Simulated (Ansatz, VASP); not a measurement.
# Two plane-wave programs on BP

File POSCAR:

```
BP
1.0
    2.7080526412      0.0000000000      0.0000000000
    0.0000000000      2.7080526412      0.0000000000
    0.0000000000      0.0000000000      2.7080526412
B P
1 1
Direct
    0.0000000000      0.0000000000      0.0000000000
    0.5000000000      0.5000000000      0.5000000000
```

File INCAR.step1:

```
PREC     = Accurate       # precision mode
ENCUT    = 520            # plane-wave cutoff, eV
EDIFF    = 1E-5           # SCF threshold, eV
ISMEAR   = -1             # smearing method
SIGMA    = 0.02           # smearing width, eV
LREAL    = False          # projectors in reciprocal space
LASPH    = True           # aspherical terms in the spheres
NELM     = 60             # most SCF steps
ALGO     = Normal         # electronic algorithm
ISIF     = 2              # what is computed and relaxed
LWAVE    = True           # write WAVECAR
LCHARG   = False          # write CHGCAR
NBANDS   = 11             # bands
GGA      = PE             # functional
```

INCAR.step2

```
PREC     = Accurate       # precision mode
ENCUT    = 520            # plane-wave cutoff, eV
EDIFF    = 1E-6           # SCF threshold, eV
ISMEAR   = -1             # smearing method
SIGMA    = 0.02           # smearing width, eV
LREAL    = False          # projectors in reciprocal space
LASPH    = True           # aspherical terms in the spheres
NELM     = 60             # most SCF steps
ALGO     = Normal         # electronic algorithm
ISIF     = 2              # what is computed and relaxed
LWAVE    = False          # write WAVECAR
LCHARG   = False          # write CHGCAR
GGA      = PE             # functional
LHFCALC  = True           # exact exchange
HFSCREEN = 0.2079         # screening, 1/A
PRECFOCK = Normal       
NBANDS   = 11             # bands
ISTART   = 1
```

The input KPOINTS:

```
Automatic mesh
0
Gamma
  3 3 3
```

Input for Ansatz:

```yaml
crystal:
  lattice:
    - [2.7080526412, 0.0, 0.0]
    - [0.0, 2.7080526412, 0.0]
    - [0.0, 0.0, 2.7080526412]
  atoms:
    - { symbol: B, position: [0.0, 0.0, 0.0] }
    - { symbol: P, position: [0.5, 0.5, 0.5] }
kpoints:
  mp_grid: { grid: [3, 3, 3] }
hamiltonian:
  xc: hse06
scf:
  occupations: { method: fermi_dirac, width: 0.02 }
  n_extra_bands: 4
output:
  forces: true
  stress: true
  eigenvalues: true
```

Alike in both runs: task single point; functional HSE06; k mesh 3 × 3 × 3; occupations fermi-dirac, width 0.02 eV; no spin polarisation.

|  | VASP | Ansatz |
| --- | --- | --- |
| version | VASP 6.6.1 | Ansatz 0.2.0 |
| potentials or method | VASP PAW PBE potentials, release 64 (B, P) | plane waves |
| plane-wave cutoff (eV) | 520 | 420 |
| valence electrons in the cell | 8 | 8 |

|  | VASP | Ansatz | Ansatz less VASP |
| --- | --- | --- | --- |
| pressure (GPa) | 18.4 | 19.6 | +1.25 |

With one functional, cell and mesh, what is left measures potentials, basis and numerics. Ansatz warned: «filled_band_counts_differ_across_k_points».

Caveats: the k mesh is coarse (spacing up to 0.77 Å⁻¹), so the values aren't converged, least of all with exact exchange; so large a pressure means that the cell lies far from this level's equilibrium, or that cutoff or potentials fall short (VASP); the potentials were made for another functional, which shifts forces and pressure (VASP).
